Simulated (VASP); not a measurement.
# SnSe in VASP: further runs

The runs below take SnSe through single point, with PBE.

All numbers are computed with VASP 6.6.1; they aren't measurements. Logs are shortened: lines on timing, memory, paths and dates and some standing lists are left out, and cuts for length are marked.

## 1. Starting point

The cell holds a slab with vacuum, 4 atoms: a = 4.285 Å, b = 4.285 Å, c = 17.809 Å, α = 90.00°, β = 90.00°, γ = 90.00°.

## 2. Single point, PBE

INCAR reads:

```
PREC     = Accurate       # precision mode
ENCUT    = 400            # plane-wave cutoff, eV
EDIFF    = 1E-7           # SCF threshold, eV
ISMEAR   = 0              # smearing method
SIGMA    = 0.05           # smearing width, eV
LREAL    = False          # projectors in reciprocal space
LASPH    = True           # aspherical terms in the spheres
NELM     = 120            # most SCF steps
ALGO     = Normal         # electronic algorithm
ISIF     = 2              # what is computed and relaxed
LWAVE    = False          # write WAVECAR
LCHARG   = False          # write CHGCAR
LDIPOL   = True         
IDIPOL   = 3            
DIPOL    = 0.5 0.5 0.500
GGA      = PE             # functional
NBANDS   = 32             # bands
LVHAR    = True         
LVACPOTAV= True
```

KPOINTS reads:

```
Automatic mesh
0
Gamma
  5 5 1
```

POSCAR reads:

```
SnSe
1.0
    4.2853274200      0.0000000000      0.0000000000
    0.0000000000      4.2853274200      0.0000000000
    0.0000000000      0.0000000000     17.8085810303
Sn Se
2 2
Direct
    0.5000000000      0.0000000000      0.4211452887
    0.0000000000      0.5000000000      0.5788547113
    0.0000000000      0.5000000000      0.4283854055
    0.5000000000      0.0000000000      0.5716145945
```

Potentials or basis: VASP PAW PBE potentials, release 64 (Sn_d, Se).

Command:

```console
cat potpaw_PBE.64/Sn_d/POTCAR potpaw_PBE.64/Se/POTCAR > POTCAR
mpirun -np 1 vasp_std > vasp.out
```

OUTCAR:

```text
PREC = Accurate
   ENCUT = 400
   EDIFF = 1E-7
   ISMEAR = 0
   LREAL = False
   LASPH = True
   NELM = 120
   ISIF = 2
   GGA = PE

 Found      6 irreducible k-points:

 Following reciprocal coordinates:
            Coordinates               Weight
  0.000000  0.000000  0.000000      1.000000
  0.200000  0.000000  0.000000      4.000000
  0.400000  0.000000  0.000000      4.000000
  0.200000  0.200000  0.000000      4.000000
  0.400000  0.200000  0.000000      8.000000
  0.400000  0.400000  0.000000      4.000000
   k-points           NKPTS =      6   k-points in BZ     NKDIM =      6   number of bands    NBANDS=     32
   number of dos      NEDOS =    301   number of ions     NIONS =      4
   total plane-waves  NPLWV =  94080
   dimension x,y,z NGX =    28 NGY =   28 NGZ =  120
   dimension x,y,z NGXF=    56 NGYF=   56 NGZF=  240
   ions per type =               2   2
   NGX,Y,Z   is equivalent  to a cutoff of  10.86, 10.86, 11.20 a.u.
   NGXF,Y,Z  is equivalent  to a cutoff of  21.72, 21.72, 22.40 a.u.
 SYSTEM =  unknown system
   PREC   = accura    normal or accurate (medium, high low for compatibility)
   ISTART =      0    job   : 0-new  1-cont  2-samecut
   ICHARG =      2    charge: 1-file 2-atom 10-const
   ISPIN  =      1    spin polarized calculation?
   LNONCOLLINEAR =      F non collinear calculations
   LSORBIT =      F    spin-orbit coupling
   LASPH  =      T    aspherical Exc in radial PAW
   ENCUT  =  400.0 eV  29.40 Ry    5.42 a.u.   6.99  6.99 29.04*2*pi/ulx,y,z
   NELM   =    120;   NELMIN=  2; NELMDL= -5     # of ELM steps
   EDIFF  = 0.1E-06   stopping-criterion for ELM
   LREAL  =      F    real-space projection
   EDIFFG = 0.1E-05   stopping-criterion for IOM
   NSW    =      0    number of steps for IOM
   IBRION =     -1    ionic relax: 0-MD 1-quasi-New 2-CG
   NFREE  =      0    steps in history (QN), initial steepest desc. (CG)
   ISIF   =      2    stress and relaxation
   ISYM   =      2    0-nonsym 1-usesym 2-fastsym
   POTIM  = 0.5000    time-step for ionic-motion
   TEBEG  =    0.0;   TEEND  =   0.0 temperature during run
   PSTRESS=    0.0 pullay stress
   NELECT =      40.0000    total number of electrons
   NUPDOWN=      -1.0000    fix difference up-down
   EMIN   =  10.00;   EMAX   =-10.00  energy-range for DOS
   EFERMI =   0.00;   METHOD = LEGACY
   ISMEAR =     0;   SIGMA  =   0.05  broadening in eV -4-tet -1-fermi 0-gaus
   EFERMI_NEDOS =   21; number of points for ismear=-14 and -15
   IALGO  =     38    algorithm
   IMIX   =      4    mixing-type and parameters
     AMIX     =   0.40;   BMIX     =  1.00
     AMIX_MAG =   1.60;   BMIX_MAG =  1.00
  volume/ion in A,a.u.               =      81.76       551.74
  Fermi-wavevector in a.u.,A,eV,Ry     =   0.812635  1.535658  8.984964  0.660376
  Thomas-Fermi vector in A             =   1.922214
   LORBIT       =      0    0 simple, 1 ext, 2 COOP (PROOUT), +10 PAW based schemes
   GGA     = PE    functional components
   LHFCALC =     F    Hartree Fock is set to
   AEXX    =    0.0000 exact exchange contribution
   IVDW    =     0    specifies the selected vdW correction
   LEPSILON=     F    determine dielectric tensor
   LRPA    =     F    only Hartree local field effects (RPA)
 non-spin polarized calculation
 Gauss-broadening in eV      SIGMA  =   0.05
  energy-cutoff  :      400.00
  volume of cell :      327.04
 maximum number of plane-waves:      5960
 NGX is ok and might be reduce to    28
   NGX = 13   NGY = 13   NGZ = 59

 dipolmoment           0.000000      0.000000      0.000000 electrons x Angstroem

 number of electron      40.0000030 magnetization

 dipolmoment           0.000000      0.000000     -0.000000 electrons x Angstroem

 Free energy of the ion-electron system (eV)
  ---------------------------------------------------
  ext. energy  EPLUGINS =         0.00000000
  ---------------------------------------------------
  free energy    TOTEN  =       -16.22821509 eV

  energy without entropy =      -16.22821509  energy(sigma->0) =      -16.22821509

 E-fermi :  -0.8678     XC(G=0):  -3.8094

 val. band max:       -1.1041931337   @ k =   0.4000   0.0000   0.0000
 cond. band min:      -0.1916124088   @ k =   0.4000   0.0000   0.0000
 fundamental gap:      0.9125807249
 Fermi energy:        -0.8678377027

 k-point     1 :       0.0000    0.0000    0.0000
  band No.  band energies     occupation
      1     -22.4306      2.00000
      2     -22.4253      2.00000
      3     -22.4215      2.00000
      4     -22.4146      2.00000
      5     -22.4063      2.00000
      6     -22.3785      2.00000
[... 24 lines left out ...]
     31       4.4576      0.00000
     32       6.1342      0.00000

 k-point     2 :       0.2000    0.0000    0.0000
  band No.  band energies     occupation
      1     -22.4272      2.00000
      2     -22.4235      2.00000
      3     -22.4227      2.00000
      4     -22.4181      2.00000
      5     -22.4015      2.00000
      6     -22.3791      2.00000
[... 24 lines left out ...]
     31       5.5796      0.00000
     32       5.6994      0.00000

 k-point     3 :       0.4000    0.0000    0.0000
  band No.  band energies     occupation
      1     -22.4261      2.00000
      2     -22.4242      2.00000
      3     -22.4215      2.00000
      4     -22.4196      2.00000
      5     -22.3908      2.00000
      6     -22.3826      2.00000
[... 24 lines left out ...]
     31       6.0723      0.00000
     32       6.2625      0.00000

 k-point     4 :       0.2000    0.2000    0.0000
  band No.  band energies     occupation
      1     -22.4265      2.00000
      2     -22.4234      2.00000
      3     -22.4233      2.00000
      4     -22.4198      2.00000
      5     -22.3960      2.00000
      6     -22.3795      2.00000
[... 24 lines left out ...]
     31       5.6665      0.00000
     32       6.5339      0.00000

 k-point     5 :       0.4000    0.2000    0.0000
  band No.  band energies     occupation
      1     -22.4312      2.00000
      2     -22.4303      2.00000
      3     -22.4174      2.00000
      4     -22.4160      2.00000
      5     -22.3870      2.00000
      6     -22.3817      2.00000
[... 24 lines left out ...]
     31       6.0319      0.00000
     32       6.0892      0.00000

 k-point     6 :       0.4000    0.4000    0.0000
  band No.  band energies     occupation
      1     -22.4390      2.00000
      2     -22.4389      2.00000
      3     -22.4112      2.00000
      4     -22.4106      2.00000
      5     -22.3825      2.00000
      6     -22.3822      2.00000
[... 24 lines left out ...]
     31       6.3542      0.00000
     32       6.6147      0.00000

------------------------ aborting loop because EDIFF is reached ----------------------------------------

  FORCE on cell =-STRESS in cart. coord.  units (eV):
  Direction    XX          YY          ZZ          XY          YZ          ZX
  --------------------------------------------------------------------------------------
  -------------------------------------------------------------------------------------
  Total        0.7439616      0.7439616      1.0619245      0.0000000      0.0000000      0.0000000
  in kB        3.6447167      3.6447167      5.2024374      0.0000000      0.0000000      0.0000000
  external PRESSURE =       4.1639570 kB  Pullay stress =       0.0000000 kB

 VOLUME and BASIS-vectors are now :
 -----------------------------------------------------------------------------
  energy-cutoff  :      400.00
  volume of cell :      327.04
      direct lattice vectors                 reciprocal lattice vectors
     4.285327420  0.000000000  0.000000000     0.233354398  0.000000000  0.000000000
     0.000000000  4.285327420  0.000000000     0.000000000  0.233354398  0.000000000
     0.000000000  0.000000000 17.808581030     0.000000000  0.000000000  0.056152705

 POSITION                                       TOTAL-FORCE (eV/Angst)
 -----------------------------------------------------------------------------------
      2.14266      0.00000      7.50000         0.000000      0.000000     -0.168721
      0.00000      2.14266     10.30858         0.000000      0.000000      0.168721
      0.00000      2.14266      7.62894         0.000000      0.000000     -0.245460
      2.14266      0.00000     10.17964         0.000000      0.000000      0.245460
 -----------------------------------------------------------------------------------
    total drift:                                0.000000      0.000000      0.000000

  FREE ENERGIE OF THE ION-ELECTRON SYSTEM (eV)
  ---------------------------------------------------
  free  energy   TOTEN  =       -16.2282150944 eV

  energy  without entropy=      -16.2282150944  energy(sigma->0) =      -16.22821509

 vacuum level on the upper side and lower side of the slab         3.176         3.176
```

It took 64 s on 1 thread of Intel Xeon Platinum 8259CL at 2.50GHz (Skylake/Cascade Lake), shared host; peak memory 0.29 GiB.

The run converged, but some of its settings lie outside the range that counts as converged, so its numbers aren't taken as properties of the slab.

What came out:

| Item | Value |
| --- | --- |
| Free energy | -16.2282 eV |
| Largest force | 0.245 eV/Å |
| Band gap on the k mesh | 0.91 eV, direct |
| Ionisation potential of the upper face | 4.28 eV |

Caveat: spin-orbit coupling is left out, which moves the levels of the heavy elements.

(Part 1 of 2 ends here.)
